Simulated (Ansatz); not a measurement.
# SnO: properties at the relaxed cell

One table from this session's results is given with a row withheld; the runs are named, their logs left out.

Program: Ansatz 0.2.0. Level of theory: DFT PBEsol+D3(BJ), scalar-relativistic, plane waves, PAW. These are calculated values, not measurements.

## The structure to begin with

The structure is orthorhombic, space group Pmn2_1 (No. 31). Conventional cell: a = 3.300 Å, b = 5.598 Å, c = 3.630 Å, α = 90.00°, β = 90.00°, γ = 90.00°. Around Sn (site symmetry m) lie 3 O at 2.13 to 2.15 Å. O (site symmetry m) is surrounded by 3 Sn at 2.13 to 2.15 Å.

Structure file:

```
CELL_PARAMETERS angstrom
3.29985 0.00000 0.00000
0.00000 5.59761 0.00000
0.00000 0.00000 3.62974
ATOMIC_POSITIONS crystal
Sn 0.00000 0.24270 0.54210
Sn 0.50000 0.75730 0.04210
O 0.00000 0.87681 0.70790
O 0.50000 0.12319 0.20790
```

It goes back to an entry of the Materials Project, which need not be the stable form.

This cell was relaxed beforehand with the same method: volume 16.76 Å³/atom, gap on the mesh 1.00 eV.

Set-up of the first run:

input.yaml reads:

```yaml
crystal:
  lattice:
    - [3.2665157201, 0.0, 0.0]
    - [0.0, 5.5410626865, 0.0]
    - [0.0, 0.0, 3.5930770136]
  atoms:
    - { symbol: Sn, position: [0.0, 0.2426998134, 0.5421031601] }
    - { symbol: Sn, position: [0.5, 0.7573001866, 0.0421031601] }
    - { symbol: O, position: [0.0, 0.8768136142, 0.7078978399] }
    - { symbol: O, position: [0.5, 0.1231863858, 0.2078978399] }
basis:
  ecutwfc: 420
kpoints:
  mp_grid: { grid: [8, 6, 8] }
hamiltonian:
  xc: pbesol
  dispersion: d3bj
scf:
  occupations: { method: gaussian, width: 0.02 }
output:
  forces: true
  stress: true
  eigenvalues: true
relax:
  adjacent_minimum: "off"
  f_tol: 0.01
  max_steps: 30
  cell: { stress_tol: 0.1, fix: [volume] }
```

The run is started by

```sh
ansatz run input.yaml --threads 1 --pin off --max-ram 2560MiB --backend cpu --events-out ev --progress --plain --runs-dir out
```

Steps of the session up to this table: The cell scaled to 0.97 of its volume; Volume × 1.03; The cell scaled to 0.94 of its volume; Point at V/V0 = 1.06; The cell scaled to 0.91 of its volume; The cell scaled to 1.10 of its volume; The cell scaled to 0.88 of its volume.

One table of the session follows, with a row left open; its other results are not shown here.

It belongs to the step «Fit of the equation of state». 

```
volume (Å³/atom)  energy above the lowest point (meV/atom)  pressure (GPa)  gap on the mesh (eV)
          14.750                                      32.3            6.17                  0.80
          15.253                                      16.5            4.06                  0.83
          15.756                                         ?               ?                     ?
          16.259                                       1.5            1.03                  0.93
          16.761                                       0.0            0.01                  1.00
          17.264                                       1.4           -0.83                  1.08
          17.767                                       4.9           -1.42                  1.16
          18.438                                      11.8           -1.94                  1.25
```

**Question.** Estimate the row for volume (Å³/atom) = 15.756.

Worked estimate for «energy above the lowest point (meV/atom)». A straight line through the neighbours (15.253, 16.5) and (16.259, 1.5) gives 16.5 + (1.5 − 16.5) × (15.756 − 15.253) / (16.259 − 15.253) = 9.0; a parabola fitted to 4 rows on both sides gives 6.6.

The run gave: energy above the lowest point (meV/atom): 6.6; pressure (GPa): 2.38; gap on the mesh (eV): 0.88. In «energy above the lowest point (meV/atom)» the line misses by +2.4 and the parabola by 0.0.
